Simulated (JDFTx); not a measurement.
# MgS (Niningerite) (Fm-3m) in JDFTx: relaxation of cell and atoms with PBE+D3

Aim: the relaxation of cell and atoms of MgS (Niningerite) with PBE+D3.

Program: JDFTx 1.7.0 (patched build). These are calculated values, not measurements. Logs are shortened: lines on timing, memory, paths and dates and some standing lists are left out, and cuts for length are marked. The log counts tension as positive stress, the text compression.

### Step 1. The structure

It takes space group Fm-3m (No. 225, cubic). The conventional cell has a = 5.203 Å, b = 5.203 Å, c = 5.203 Å, α = 90.00°, β = 90.00°, γ = 90.00°. S (site symmetry m-3m) has 6 Mg at 2.60 Å as nearest neighbours. Mg (site symmetry m-3m) has 6 S at 2.60 Å as nearest neighbours.

### Step 2. Relaxation of cell and atoms, PBE+D3

Contents of MgS.in:

```
lattice Face-Centered Cubic 9.8328119443
coords-type Lattice
ion S      0.5000000000     0.5000000000     0.5000000000 1
ion Mg     0.0000000000     0.0000000000     0.0000000000 1

ion-species pseudo/S.upf
ion-species pseudo/Mg.upf
elec-cutoff 42 336
elec-ex-corr gga-PBE
van-der-waals D3
kpoint-folding 9 9 9
elec-smearing Fermi 0.0018374661
elec-n-bands 14
electronic-SCF nIterations 100 energyDiffThreshold 1e-09
electronic-minimize nIterations 30 energyDiffThreshold 1e-7
forces-output-coords Cartesian
lattice-minimize nIterations 40 energyDiffThreshold 1e-6

dump-name run.$VAR
dump End Ecomponents EigStats BandEigs Kpoints Forces Stress
```

Potentials or basis: PseudoDojo-SR-PBE-0.5-standard.

The run is started by

```console
$ jdftx -c 1 -i MgS.in -o MgS.out
```

Log:

```text
*************** JDFTx 1.7.0 (patched build) ***************

Input parsed successfully to the following command list (including defaults):
[... the input with its defaults ...]

---------- Setting up symmetries ----------

Found 48 point-group symmetries of the bravais lattice
Found 48 space-group symmetries with basis
Applied RMS atom displacement 0 bohrs to make symmetries exact.

---------- Initializing the Grid ----------
R =
[            0      4.91641      4.91641  ]
[      4.91641            0      4.91641  ]
[      4.91641      4.91641            0  ]
unit cell volume = 237.669
G =
[  -0.639002   0.639002   0.639002  ]
[   0.639002  -0.639002   0.639002  ]
[   0.639002   0.639002  -0.639002  ]
Minimum fftbox size, Smin = [  60  60  60  ]
Chosen fftbox size, S = [  60  60  60  ]

---------- Initializing tighter grid for wavefunction operations ----------
R =
[            0      4.91641      4.91641  ]
[      4.91641            0      4.91641  ]
[      4.91641      4.91641            0  ]
unit cell volume = 237.669
G =
[  -0.639002   0.639002   0.639002  ]
[   0.639002  -0.639002   0.639002  ]
[   0.639002   0.639002  -0.639002  ]
Minimum fftbox size, Smin = [  44  44  44  ]
Chosen fftbox size, S = [  48  48  48  ]

---------- Exchange Correlation functional ----------
Initalized PBE GGA exchange.
Initalized PBE GGA correlation.

---------- Setting up pseudopotentials ----------
Width of ionic core gaussian charges (only for fluid interactions / plotting) set to 0

Reading pseudopotential file 'pseudo/S.upf':
  'S' pseudopotential, 'PBE' functional
  Generated using ONCVPSP code by D. R. Hamann
  6 valence electrons, 2 orbitals, 6 projectors, 1001 radial grid points, with lMax = 2
    3S    l: 0   occupation:  2.0   eigenvalue: -0.634163
    3P    l: 1   occupation:  4.0   eigenvalue: -0.257567
  Core radius for overlap checks: 1.43 bohrs.

Reading pseudopotential file 'pseudo/Mg.upf':
  'Mg' pseudopotential, 'PBE' functional
  Generated using ONCVPSP code by D. R. Hamann
  10 valence electrons, 3 orbitals, 4 projectors, 1001 radial grid points, with lMax = 1
    2S    l: 0   occupation:  2.0   eigenvalue: -2.934267
    2P    l: 1   occupation:  6.0   eigenvalue: -1.713025
    3S    l: 0   occupation:  2.0   eigenvalue: -0.172924
  Core radius for overlap checks: 1.50 bohrs.

Initialized 2 species with 2 total atoms.

Folded 1 k-points by 9x9x9 to 729 k-points.

---------- Setting up k-points, bands, fillings ----------
Reduced to 35 k-points under symmetry.
Computing the number of bands and number of electrons
Calculating initial fillings.
nElectrons:  16.000000   nBands: 14   nStates: 35

----- Setting up reduced wavefunction bases (one per k-point) -----
average nbasis = 3089.818 , ideal nbasis = 3089.877

Initializing DFT-D3 calculator:
	Parameters set for gga-PBE functional
	s6:  1.000  s_r6:  1.217
	s8:  0.722  s_r8:  1.000
	Per-atom parameters loaded for:
	 S:  sqrtQ[a0]:  4.041  Rcov[a0]:  1.928  CN: [ 0.00 0.99 1.99 ]
	Mg:  sqrtQ[a0]:  5.463  Rcov[a0]:  2.362  CN: [ 0.00 0.96 1.95 ]

---------- Setting up ewald sum ----------
Optimum gaussian width for ewald sums = 2.232947 bohr.
Real space sum over 1331 unit cells with max indices [  5  5  5  ]
Reciprocal space sum over 2197 terms with max indices [  6  6  6  ]

Computing DFT-D3 correction:
# coordination-number S 5.842
# coordination-number Mg 7.872
# diagonal-C6 S 125.81
# diagonal-C6 Mg 175.56
EvdW_6 =   -0.007082
EvdW_8 =   -0.009840

---------- Allocating electronic variables ----------
Initializing wave functions:  linear combination of atomic orbitals
Note: number of bands (14) exceeds available atomic orbitals (9)
S pseudo-atom occupations:   s ( 2 )  p ( 4 )
Mg pseudo-atom occupations:   s ( 2 2 )  p ( 6 )
	FillingsUpdate:  mu: +0.337626095  nElectrons: 16.000000
LCAOMinimize: Iter:   0  F: -69.7020132849616800  |grad|_K:  3.324e-03  alpha:  1.000e+00
	FillingsUpdate:  mu: +0.300000000  nElectrons: 16.000000
LCAOMinimize: Iter:   1  F: -69.7255459059639691  |grad|_K:  7.750e-05  alpha:  5.853e-01  linmin: -2.271e-01  cgtest:  6.109e-01
LCAOMinimize: Encountered beta<0, resetting CG.
	FillingsUpdate:  mu: +0.300000000  nElectrons: 16.000000
LCAOMinimize: Iter:   2  F: -69.7255612136792422  |grad|_K:  1.848e-05  alpha:  7.432e-01  linmin:  3.698e-04  cgtest: -7.835e-04
	FillingsUpdate:  mu: +0.300000000  nElectrons: 16.000000
LCAOMinimize: Iter:   3  F: -69.7255620665557103  |grad|_K:  8.409e-07  alpha:  7.289e-01  linmin: -1.098e-03  cgtest:  1.110e-02
	FillingsUpdate:  mu: +0.300000000  nElectrons: 16.000000
LCAOMinimize: Iter:   4  F: -69.7255620689346642  |grad|_K:  1.445e-08  alpha:  9.809e-01  linmin:  1.548e-02  cgtest: -6.201e-02
LCAOMinimize: Converged (|Delta F|<1.000000e-06 for 2 iters).

--------- Lattice Minimization ---------

Computing DFT-D3 correction:
# coordination-number S 5.842
# coordination-number Mg 7.872
# diagonal-C6 S 125.81
# diagonal-C6 Mg 175.56
EvdW_6 =   -0.007082
EvdW_8 =   -0.009840

-------- Electronic minimization -----------
Will mix electronic density at each iteration.
	FillingsUpdate:  mu: +0.300000000  nElectrons: 16.000000
	FillingsUpdate:  mu: +0.298991161  nElectrons: 16.000000
SCF: Cycle:  0   F: -69.769461208111153   dF: -4.390e-02   |Residual|: 7.300e-02   |deigs|: 1.695e-01
	FillingsUpdate:  mu: +0.291556053  nElectrons: 16.000000
SCF: Cycle:  1   F: -69.776447986265339   dF: -6.987e-03   |Residual|: 2.291e-02   |deigs|: 1.587e-02
	FillingsUpdate:  mu: +0.291070692  nElectrons: 16.000000
SCF: Cycle:  2   F: -69.777204104148097   dF: -7.561e-04   |Residual|: 6.009e-03   |deigs|: 7.218e-03
	FillingsUpdate:  mu: +0.291647673  nElectrons: 16.000000
SCF: Cycle:  3   F: -69.777212864077342   dF: -8.760e-06   |Residual|: 9.066e-04   |deigs|: 2.332e-03
	FillingsUpdate:  mu: +0.291717630  nElectrons: 16.000000
SCF: Cycle:  4   F: -69.777213922779595   dF: -1.059e-06   |Residual|: 4.416e-04   |deigs|: 4.203e-04
	FillingsUpdate:  mu: +0.291768730  nElectrons: 16.000000
SCF: Cycle:  5   F: -69.777214160429097   dF: -2.376e-07   |Residual|: 5.587e-05   |deigs|: 1.980e-04
	FillingsUpdate:  mu: +0.291761342  nElectrons: 16.000000
SCF: Cycle:  6   F: -69.777214229929967   dF: -6.950e-08   |Residual|: 4.495e-05   |deigs|: 1.594e-04
	FillingsUpdate:  mu: +0.291762986  nElectrons: 16.000000
SCF: Cycle:  7   F: -69.777214254416208   dF: -2.449e-08   |Residual|: 7.087e-06   |deigs|: 2.623e-04
	FillingsUpdate:  mu: +0.291762485  nElectrons: 16.000000
SCF: Cycle:  8   F: -69.777214260682086   dF: -6.266e-09   |Residual|: 3.834e-06   |deigs|: 1.691e-04
	FillingsUpdate:  mu: +0.291762467  nElectrons: 16.000000
SCF: Cycle:  9   F: -69.777214263221126   dF: -2.539e-09   |Residual|: 8.550e-07   |deigs|: 2.721e-04
	FillingsUpdate:  mu: +0.291762437  nElectrons: 16.000000
SCF: Cycle: 10   F: -69.777214263755837   dF: -5.347e-10   |Residual|: 6.713e-07   |deigs|: 1.825e-04
	FillingsUpdate:  mu: +0.291762438  nElectrons: 16.000000
SCF: Cycle: 11   F: -69.777214264008563   dF: -2.527e-10   |Residual|: 6.018e-07   |deigs|: 3.658e-04
SCF: Converged (|Delta E|<1.000000e-09 for 2 iters).

Setting wave functions to eigenvectors of Hamiltonian

Computing DFT-D3 correction:
# coordination-number S 5.842
# coordination-number Mg 7.872
# diagonal-C6 S 125.81
# diagonal-C6 Mg 175.56
EvdW_6 =   -0.007082
EvdW_8 =   -0.009840
# Lattice vectors:
R =
[            0      4.91641      4.91641  ]
[      4.91641            0      4.91641  ]
[      4.91641      4.91641            0  ]
unit cell volume = 237.669

# Strain tensor in Cartesian coordinates:
[            0            0            0  ]
[            0            0            0  ]
[            0            0            0  ]

# Stress tensor in Cartesian coordinates [Eh/a0^3]:
[  9.75335e-06            0            0  ]
[            0  9.75335e-06            0  ]
[            0            0  9.75335e-06  ]

# Ionic positions in lattice coordinates:
ion S   0.500000000000000   0.500000000000000   0.500000000000000 1
ion Mg   0.000000000000000   0.000000000000000   0.000000000000000 1

# Forces in Cartesian coordinates:
force S  -0.000000000000000   0.000000000000000   0.000000000000000 1
force Mg   0.000000000000000  -0.000000000000000   0.000000000000000 1

# Energy components:
   Eewald =      -38.3567382623666120
       EH =       22.2113443013655072
     Eloc =      -64.5534860524593768
      Enl =      -16.5477867573548743
     EvdW =       -0.0169220322551563
      Exc =      -11.1406686678841442
 Exc_core =        0.7449992177387246
       KE =       37.8820439892073679
-------------------------------------
     Etot =      -69.7772142640085633
       TS =        0.0000000000000019
-------------------------------------
        F =      -69.7772142640085633

LatticeMinimize: Iter:   0  F: -69.777214264008563  |grad|_K:  6.482e-04

#--- Lowdin population analysis ---
# oxidation-state S -1.282
# oxidation-state Mg +1.439

Computing DFT-D3 correction:
# coordination-number S 5.842
# coordination-number Mg 7.874
# diagonal-C6 S 125.81
# diagonal-C6 Mg 175.56
EvdW_6 =   -0.007084
EvdW_8 =   -0.009841

-------- Electronic minimization -----------
Will mix electronic density at each iteration.
	FillingsUpdate:  mu: +0.291762438  nElectrons: 16.000000
	FillingsUpdate:  mu: +0.291854249  nElectrons: 16.000000
SCF: Cycle:  0   F: -69.777214670497870   dF: -3.844e-09   |Residual|: 2.797e-05   |deigs|: 1.734e-04
	FillingsUpdate:  mu: +0.291854426  nElectrons: 16.000000
SCF: Cycle:  1   F: -69.777214673115424   dF: -2.618e-09   |Residual|: 2.645e-05   |deigs|: 1.479e-04
	FillingsUpdate:  mu: +0.291854215  nElectrons: 16.000000
SCF: Cycle:  2   F: -69.777214674083254   dF: -9.678e-10   |Residual|: 3.242e-06   |deigs|: 5.633e-05
	FillingsUpdate:  mu: +0.291854069  nElectrons: 16.000000
SCF: Cycle:  3   F: -69.777214674093528   dF: -1.027e-11   |Residual|: 1.578e-06   |deigs|: 3.905e-05
SCF: Converged (|Delta E|<1.000000e-09 for 2 iters).

Setting wave functions to eigenvectors of Hamiltonian

Computing DFT-D3 correction:
# coordination-number S 5.842
# coordination-number Mg 7.874
# diagonal-C6 S 125.81
# diagonal-C6 Mg 175.56
EvdW_6 =   -0.007084
EvdW_8 =   -0.009841
LatticeMinimize: 	Wolfe criterion not satisfied: alpha: 1  (E-E0)/|gdotd0|: -0.976068  gdotd/gdotd0: 0.94507 (taking cubic step)

Computing DFT-D3 correction:
# coordination-number S 5.844
# coordination-number Mg 7.878
# diagonal-C6 S 125.81
# diagonal-C6 Mg 175.56
EvdW_6 =   -0.007087
EvdW_8 =   -0.009842

-------- Electronic minimization -----------
Will mix electronic density at each iteration.
	FillingsUpdate:  mu: +0.291854069  nElectrons: 16.000000
	FillingsUpdate:  mu: +0.292037456  nElectrons: 16.000000
SCF: Cycle:  0   F: -69.777215419496343   dF: -1.694e-08   |Residual|: 8.091e-05   |deigs|: 2.687e-05
	FillingsUpdate:  mu: +0.292037734  nElectrons: 16.000000
SCF: Cycle:  1   F: -69.777215429789791   dF: -1.029e-08   |Residual|: 3.399e-05   |deigs|: 2.650e-05
	FillingsUpdate:  mu: +0.292037180  nElectrons: 16.000000
SCF: Cycle:  2   F: -69.777215431530976   dF: -1.741e-09   |Residual|: 8.855e-06   |deigs|: 2.343e-05
	FillingsUpdate:  mu: +0.292037000  nElectrons: 16.000000
SCF: Cycle:  3   F: -69.777215431597583   dF: -6.661e-11   |Residual|: 2.555e-06   |deigs|: 1.702e-05
	FillingsUpdate:  mu: +0.292036675  nElectrons: 16.000000
SCF: Cycle:  4   F: -69.777215431601093   dF: -3.510e-12   |Residual|: 1.324e-06   |deigs|: 1.264e-05
SCF: Converged (|Delta E|<1.000000e-09 for 2 iters).

Setting wave functions to eigenvectors of Hamiltonian

Computing DFT-D3 correction:
# coordination-number S 5.844
# coordination-number Mg 7.878
# diagonal-C6 S 125.81
# diagonal-C6 Mg 175.56
EvdW_6 =   -0.007087
EvdW_8 =   -0.009842
# Lattice vectors:
R =
[            0      4.91551      4.91551  ]
[      4.91551            0      4.91551  ]
[      4.91551      4.91551            0  ]
unit cell volume = 237.54
[... 267 lines left out ...]
Computing DFT-D3 correction:
# coordination-number S 5.854
# coordination-number Mg 7.913
# diagonal-C6 S 125.81
# diagonal-C6 Mg 175.56
EvdW_6 =   -0.007111
EvdW_8 =   -0.009855
# Lattice vectors:
R =
[            0      4.91043      4.91043  ]
[      4.91043            0      4.91043  ]
[      4.91043      4.91043            0  ]
unit cell volume = 236.804

# Strain tensor in Cartesian coordinates:
[  -0.00121452            0            0  ]
[            0  -0.00121452            0  ]
[            0            0  -0.00121452  ]

# Stress tensor in Cartesian coordinates [Eh/a0^3]:
[  4.14684e-08            0            0  ]
[            0  4.14684e-08            0  ]
[            0            0  4.14684e-08  ]

# Ionic positions in lattice coordinates:
ion S   0.500000000000000   0.500000000000000   0.500000000000000 1
ion Mg  -0.000000000000000   0.000000000000000   0.000000000000000 1

# Forces in Cartesian coordinates:
force S   0.000000000000000  -0.000000000000000   0.000000000000000 1
force Mg  -0.000000000000000   0.000000000000000   0.000000000000000 1

# Energy components:
   Eewald =      -38.4033797610282335
       EH =       22.1890939004909740
     Eloc =      -64.4875214814124007
      Enl =      -16.5479388140381865
     EvdW =       -0.0169663101994155
      Exc =      -11.1423010911894238
 Exc_core =        0.7449992225996183
       KE =       37.8867958301345169
-------------------------------------
     Etot =      -69.7772185046425619
       TS =        0.0000000000000019
-------------------------------------
        F =      -69.7772185046425619

LatticeMinimize: Iter:   4  F: -69.777218504642562  |grad|_K:  2.746e-06  alpha:  5.204e-02  linmin:  1.000e+00
LatticeMinimize: Converged (|Delta F|<1.000000e-06 for 2 iters).

#--- Lowdin population analysis ---
# oxidation-state S -1.283
# oxidation-state Mg +1.440

Dumping 'run.eigStats' ...
	eMin: -2.512121 at state 0 ( [ +0.000000 +0.000000 +0.000000 ] spin 0 )
	HOMO: +0.235488 at state 0 ( [ +0.000000 +0.000000 +0.000000 ] spin 0 )
	mu  : +0.293603
	LUMO: +0.342915 at state 23 ( [ +0.000000 +0.444444 +0.444444 ] spin 0 )
	eMax: +0.786532 at state 24 ( [ +0.000000 +0.444444 -0.444444 ] spin 0 )
	HOMO-LUMO gap: +0.107427
	Optical gap  : +0.137496 at state 0 ( [ +0.000000 +0.000000 +0.000000 ] spin 0 )
Done!
[note: mu as printed may lie anywhere between the filled and the empty levels]
```

It took 4.7 min on 1 thread of Arm Neoverse V1, shared host; peak memory 0.13 GiB.

What came out:

| Quantity | Value |
| --- | --- |
| Free energy | -1898.7348 eV |
| Relaxed volume | 17.55 Å³/atom |
| Relaxed cell | a = 3.675 Å, b = 3.675 Å, c = 3.675 Å, α = 60.00°, β = 60.00°, γ = 60.00° |
| Space group after relaxing (to 0.05 Å) | Fm-3m (No. 225) |
| Energy gained by relaxing | 0.1 meV/atom |
| Ionic steps | 5 |
| Pressure after relaxing | 0.0 GPa |
| Band gap on the k mesh | 2.92 eV, indirect (least direct gap 3.74 eV) |
| Loewdin charges | S -1.28; Mg +1.44 e |

The path:
```
step  energy change (eV)  largest force (eV/Å)  pressure (GPa)  volume (Å³)
   1              0.0000                0.0000           -0.29        35.22
   2              0.0000                0.0000           -0.24        35.20
   3             -0.0001                0.0000            0.00        35.09
   4             -0.0001                0.0000            0.00        35.09
   5             -0.0001                0.0000            0.00        35.09
```

Final structure:
```
CELL_PARAMETERS angstrom
0.00000 2.59849 2.59849
2.59849 0.00000 2.59849
2.59849 2.59849 0.00000
ATOMIC_POSITIONS crystal
S 0.50000 0.50000 0.50000
Mg 0.00000 0.00000 0.00000
```

Levels at points of the mesh, in eV from the valence-band top:
| k point | band 4 | band 5 | band 6 | band 7 | band 8 | band 9 | band 10 | band 11 | band 12 | band 13 |
| --- | --- | --- | --- | --- | --- | --- | --- | --- | --- | --- |
| (0.00, 0.00, 0.00) | -41.52 | -12.68 | 0.00 | 0.00 | 0.00 | 3.74 | 7.95 | 7.95 | 7.95 | 10.33 |

Caveat: an odd mesh through Γ misses points on the zone boundary, where band edges often lie. PBE gaps usually lie below the measured ones, often by a third to a half.
